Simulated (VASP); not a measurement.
# Settings for Si: surface energy

Si, slab, 18 atoms in the cell. PBE; PAW potentials Si (PBE set). VASP 6.6.1.

Wanted: surface energy, atoms not relaxed within 0.02 J/m²; face levels within 0.04 eV.

Crystal: Si, Fd-3m; Face: (1 1 0); Starting cell: bulk cell relaxed first with the same functional.

Face levels: vacuum level at each face, counted from the Fermi level.

The series start from vacuum (Å): 12; k spacing (1/Å): 0.35; Smearing SIGMA (eV): 0.05; Cutoff ENCUT (eV): 320; SCF threshold EDIFF (eV): 1e-6; PREC: Accurate; LREAL: .FALSE.; ALGO: Normal; atomic planes: 4. Each series keeps the choices made before it, and each single choice may use up half of a tolerance. Times cover all steps of a run.

## Vacuum (Å)

| Vacuum (Å) | Surface energy, atoms not relaxed (J/m²) | Face levels, largest deviation (eV) | Time (s) |
|---|---|---|---|
| 5 | 1.767 | 0.047 | 5.0 |
| 7 | 1.737 | 0.010 | 5.5 |
| 9 | 1.736 | 0.033 | 5.8 |
| 12 | 1.736 | 0.001 | 7.1 |
| 15 | 1.736 | 0.000 | 8.0 |
| 20 (reference) | 1.736 | 0.000 | 9.3 |

Chosen: 12, the loosest value from which every tighter one stays within half of the tolerance.

## k spacing (1/Å)

| k spacing (1/Å) | Surface energy, atoms not relaxed (J/m²) | Face levels, largest deviation (eV) | Time (s) |
|---|---|---|---|
| 0.8 | 1.773 | 0.027 | 4.5 |
| 0.6 | 1.773 | 0.027 | 4.5 |
| 0.45 | 1.730 | 0.063 | 5.4 |
| 0.35 | 1.736 | 0.079 | 7.1 |
| 0.25 | 1.744 | 0.007 | 12 |
| 0.2 (reference) | 1.741 | 0.000 | 17 |

Chosen: 0.25.

## Smearing SIGMA (eV)

| Smearing SIGMA (eV) | Surface energy, atoms not relaxed (J/m²) | Face levels, largest deviation (eV) | Time (s) |
|---|---|---|---|
| 0.2 | 1.739 | 0.011 | 12 |
| 0.1 | 1.743 | 0.014 | 12 |
| 0.05 | 1.744 | 0.008 | 12 |
| 0.02 (reference) | 1.745 | 0.000 | 12 |

Chosen: 0.2.

## Cutoff ENCUT (eV)

| Cutoff ENCUT (eV) | Surface energy, atoms not relaxed (J/m²) | Face levels, largest deviation (eV) | Time (s) |
|---|---|---|---|
| 200 | 1.732 | 0.001 | 7.3 |
| 240 | 1.735 | 0.001 | 8.5 |
| 280 | 1.738 | 0.001 | 11 |
| 320 | 1.739 | 0.000 | 12 |
| 370 | 1.740 | 0.000 | 14 |
| 440 (reference) | 1.740 | 0.000 | 23 |

Chosen: 200.

## SCF threshold EDIFF (eV)

| SCF threshold EDIFF (eV) | Surface energy, atoms not relaxed (J/m²) | Face levels, largest deviation (eV) | Time (s) |
|---|---|---|---|
| 0.001 | 1.731 | 0.207 | 4.7 |
| 0.0001 | 1.732 | 0.043 | 5.6 |
| 1e-5 | 1.732 | 0.000 | 7.1 |
| 1e-6 | 1.732 | 0.000 | 7.3 |
| 1e-7 (reference) | 1.732 | 0.000 | 7.6 |

Chosen: 1e-5.

## PREC

| PREC | Surface energy, atoms not relaxed (J/m²) | Face levels, largest deviation (eV) | Time (s) |
|---|---|---|---|
| Accurate | 1.732 | 0.000 | 7.1 |
| Normal | 1.732 | 0.001 | 3.9 |

Chosen: Normal, the fastest of those that stay within half of the tolerance.

## LREAL

| LREAL | Surface energy, atoms not relaxed (J/m²) | Face levels, largest deviation (eV) | Time (s) |
|---|---|---|---|
| .FALSE. | 1.732 | 0.000 | 3.9 |
| Auto | 1.732 | 0.000 | 4.1 |

Chosen: .FALSE.; no other choice that stays within half of the tolerance saves 30 % of the time.

## ALGO

| ALGO | Surface energy, atoms not relaxed (J/m²) | Face levels, largest deviation (eV) | Time (s) |
|---|---|---|---|
| Normal | 1.732 | 0.000 | 3.9 |
| Fast | 1.732 | 0.000 | 3.6 |
| All | 1.732 | 0.001 | 4.1 |

Chosen: Normal.

## Atomic planes

| Atomic planes | Surface energy, atoms not relaxed (J/m²) | Face levels, largest deviation (eV) | Time (s) |
|---|---|---|---|
| 3 | 1.581 | 0.119 | 3.4 |
| 4 | 1.732 | 0.051 | 3.9 |
| 6 | 1.821 | 0.017 | 5.4 |
| 7 | 1.822 | 0.019 | 6.2 |
| 9 | 1.841 | 0.003 | 8.7 |
| 11 (reference) | 1.846 | 0.000 | 12 |

Chosen: 9.

## All choices together

| Input | Surface energy, atoms not relaxed (J/m²) | Face levels, largest deviation (eV) | Time (s) |
|---|---|---|---|
| program defaults, thin vacuum, coarse mesh (naive) | 1.724 | 0.182 | 2.1 |
| chosen settings | 1.851 | 0.037 | 12 |
| reference settings throughout | 1.862 | 0.000 | 192 |

The tolerance is met.

Values of the reference run: Face levels: 4.949, 4.949 eV.

3 cheaper combinations failed this check first and made the worst setting one step tighter.

## The input

INCAR.step1:
```
PREC     = Normal         # precision mode
ENCUT    = 240            # plane-wave cutoff, eV
EDIFF    = 1E-5           # SCF threshold, eV
ISMEAR   = 0              # smearing method
SIGMA    = 0.05           # smearing width, eV
LREAL    = False          # projectors in reciprocal space
LASPH    = True           # aspherical terms in the spheres
ALGO     = Normal         # electronic algorithm
NELM     = 120            # most SCF steps
LWAVE    = False          # write WAVECAR
LCHARG   = False          # write CHGCAR
GGA      = PE             # functional
KPAR     = 8             
```

INCAR.step2, as INCAR.step1 but for:
```
+ LVHAR = True
+ LVACPOTAV = True
+ LDIPOL = True
+ IDIPOL = 3
+ DIPOL = 0.5 0.5 0.5
```

KPOINTS.step1:
```
Automatic mesh
0
Gamma
  7 5 28
  0 0 0
```

KPOINTS.step2:
```
Automatic mesh
0
Gamma
  7 5 1
  0 0 0
```

POSCAR.step1:
```
Si
1.0
    3.8664121940      0.0000000000      0.0000000000
    0.0000000000      5.4679325625      0.0000000000
    1.9332060971      2.7339662813      1.9332060971
Si
2
Direct
    0.0000000000      0.0000000000      0.0000000000
    0.5000000000      0.7500000000      0.0000000000
```

POSCAR.step2:
```
Si
1.0
    3.8664121940      0.0000000000      0.0000000000
    0.0000000000      5.4679325625      0.0000000000
    0.0000000000      0.0000000000     27.4656487791
Si
18
Direct
    0.2500000000      0.2500000000      0.2184546977
    0.7500000000      0.0000000000      0.2184546977
    0.7500000000      0.7500000000      0.2888410232
    0.2500000000      0.5000000000      0.2888410232
    0.2500000000      0.2500000000      0.3592273488
    0.7500000000      0.0000000000      0.3592273488
    0.7500000000      0.7500000000      0.4296136744
    0.2500000000      0.5000000000      0.4296136744
    0.2500000001      0.2500000000      0.5000000000
    0.7500000001      0.0000000000      0.5000000000
    0.7500000001      0.7500000000      0.5703863256
    0.2500000001      0.5000000000      0.5703863256
    0.2500000001      0.2500000000      0.6407726512
    0.7500000001      0.0000000000      0.6407726512
    0.7500000001      0.7500000000      0.7111589768
    0.2500000001      0.5000000000      0.7111589768
    0.2500000001      0.2500000000      0.7815453023
    0.7500000001      0.0000000000      0.7815453023
```

Commands (each step's output is kept before the next begins):
```
cat potpaw_PBE.64/Si/POTCAR > POTCAR
cp INCAR.step1 INCAR
cp KPOINTS.step1 KPOINTS
cp POSCAR.step1 POSCAR
mpirun -np 8 vasp_std > vasp.out
rm WAVECAR CHG
cp INCAR.step2 INCAR
cp KPOINTS.step2 KPOINTS
cp POSCAR.step2 POSCAR
mpirun -np 8 vasp_std > vasp.out
```

Limits: The atoms keep their starting positions, so the number serves for convergence, not as the relaxed result.

The chosen input took VASP 6.6.1 12 s on 8 cores (Intel Xeon 6975P-C (Granite Rapids)), a shared host.

## An input that fails: vacuum far too thin

It runs to its end, but against the unchanged starting input it is off by 1.144 J/m² in the surface energy, atoms not relaxed, 5.296 eV in the face levels.

Vacuum (Å): 12 becomes 2.
